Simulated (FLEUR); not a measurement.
**CdTe under changes of volume**

One of the cells (32.922 Å³/atom); the others are scaled copies at fixed shape and fractional positions:

```
CELL_PARAMETERS angstrom
0.00000 3.20500 3.20500
3.20500 0.00000 3.20500
3.20500 3.20500 0.00000
ATOMIC_POSITIONS crystal
Te 0.75000 0.75000 0.75000
Cd 0.00000 0.00000 0.00000
```

| Quantity | Value |
| --- | --- |
| Program | FLEUR MaX-R8.1 (later development tree) |
| Functional | LDA (von Barth-Hedin) |
| Potentials or basis | all-electron |
| Basis | FLAPW |
| Kmax | 4.39 1/bohr |
| k mesh | 7 × 7 × 7 |
| Occupations | fermi-dirac, width 0.05 eV |
| Spin | no spin polarisation |

| volume (Å³/atom) | energy over the lowest point (meV/atom) | gap on the mesh (eV) |
| --- | --- | --- |
| 30.947 | ? | ? |
| 31.605 | 4.94 | 0.74 |
| 32.922 | 0.00 | 0.62 |
| 34.239 | 10.27 | 0.50 |
| 34.897 | 20.01 | 0.44 |

Task: What does the run at 30.947 Å³/atom give?

Result: Energy over the lowest point 14.32 meV/atom; gap on the mesh 0.81 eV.

Worked out: A Birch-Murnaghan fit of order 2 (a polynomial in V^(-2/3)) to the other rows has its minimum at 32.65 Å³/atom with B0 = V·E''(V) = 47 GPa. It gives 14.03 meV/atom at 30.947 Å³/atom, against the run's 14.32. A straight line through the other rows of the gap, of slope -3.03 eV per unit of ln V (its deformation potential), extrapolates to 0.81 eV, against the run's 0.81.

Energies are extrapolated to zero smearing.

Caveats: spin-orbit coupling is left out, which moves the levels of the heavy elements.
